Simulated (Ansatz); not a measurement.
A plane-wave DFT run in Ansatz 0.2.0 (scalar-relativistic PAW potentials unless the input names others): input and command.

```yaml
crystal:
  lattice:
    - [0.0, 2.6695606142, 2.6695606142]
    - [2.6695606142, 0.0, 2.6695606142]
    - [2.6695606142, 2.6695606142, 0.0]
  atoms:
    - { symbol: Ag, position: [0.5, 0.5, 0.5] }
    - { symbol: Cl, position: [0.0, 0.0, 0.0] }
basis:
  ecutwfc: "800 eV"
  ecutrho_ratio: 4
kpoints:
  mp_grid: { grid: [8, 8, 8] }
hamiltonian:
  xc: pbesol
scf:
  occupations: { method: fixed }
output:
  forces: true
  eigenvalues: true
  stress: true
```

```bash
ansatz run input.yaml --threads 1 --pin off --max-ram 1228MiB --backend cpu --events-out ev --progress --plain --runs-dir out
```

Abridged log:
```
Basis set: ecut = 800 eV, 1917 PW (Γ), exchange–correlation on 72×72×72 points (8 copies of the dense FFT grid, shifted against one another)
Bands: 17, of which v1, the nominal top of the filled ones, is band 13 counted from 1 (12 counted from 0)
Symmetry: 48 space group operations
k-points: 29 of 512
SCF iter   1: F=—  HF=-8583.788315 eV  |F-HF|=—  |Δ(HF+E_count)|=         —  Δρ=8.63e-3  dr2=2.89e-2  ethr=1.77e-3  ⟨swp⟩=5.1  Hψ=2119  notcnv=0  defer=54
SCF iter   2: F=—  HF=-8583.779747 eV  |F-HF|=—  |Δ(HF+E_count)|=   8.57e-3  Δρ=2.67e-3  dr2=1.45e-3  ethr=1.11e-4  ⟨swp⟩=2.2  Hψ=1023  notcnv=0  defer=55
SCF iter   3: F=—  HF=-8583.779367 eV  |F-HF|=—  |Δ(HF+E_count)|=   3.80e-4  Δρ=1.01e-3  dr2=2.52e-4  ethr=5.56e-6  ⟨swp⟩=2.5  Hψ=916  notcnv=0  defer=55
SCF iter   4: F=—  HF=-8583.779317 eV  |F-HF|=—  |Δ(HF+E_count)|=   4.99e-5  Δρ=4.41e-4  dr2=3.24e-5  ethr=9.70e-7  ⟨swp⟩=2.0  Hψ=644  notcnv=0  defer=30
SCF iter   5: F=—  HF=-8583.779350 eV  |F-HF|=—  |Δ(HF+E_count)|=   3.28e-5  Δρ=7.84e-5  dr2=9.94e-7  ethr=1.25e-7  ⟨swp⟩=1.0  Hψ=494  notcnv=0
SCF iter   6: F=-8583.779350 eV  HF=-8583.779350 eV  |F-HF|=6.51e-9  |Δ(HF+E_count)|=   6.64e-8  Δρ=7.59e-6  dr2=1.72e-8  ethr=3.85e-10  ⟨swp⟩=6.1  Hψ=2315  notcnv=0
SCF 1 converged in 6 iterations: F = -8583.779350 eV  dr2 = 1.72e-8
SCF converged after 6 iterations
Free energy (F): -8583.779350 eV
Harris-Foulkes:  -8583.779350 eV  (|F-HF|=6.51e-9)
Internal energy: -8583.779350 eV  (E = F + TS)
E sigma→0 (E₀):  -8583.779350 eV
Fermi energy:    10.053677 eV
--- Forces (eV/Å), atoms counted from 1 ---
  atom   1  Ag     0.00000000     0.00000000     0.00000000
  atom   2  Cl     0.00000000     0.00000000     0.00000000
--- Stress (GPa, compression-positive) ---
        3.997580       0.000000       0.000000
        0.000000       3.997580       0.000000
        0.000000       0.000000       3.997580
  P = ⅓ Tr σ = 3.9976 GPa (39.976 kbar)
```

Apart from outputs, empty bands and the relaxation, which only the reference makes, the input differs from a reference run on usual settings in basis.ecutwfc: 420 → "800 eV"; basis.ecutrho_ratio: not typed → 4. The reference, at the same geometry, ended its own course with pressure 4.00 GPa, largest force 0.000 eV/Å, gap on the mesh 0.73 eV. This run converged in 6 SCF iterations with an energy at zero smearing 1.02 meV/atom below the reference's, pressure 4.00 GPa, largest force 0.000 eV/Å, gap on the mesh 0.73 eV.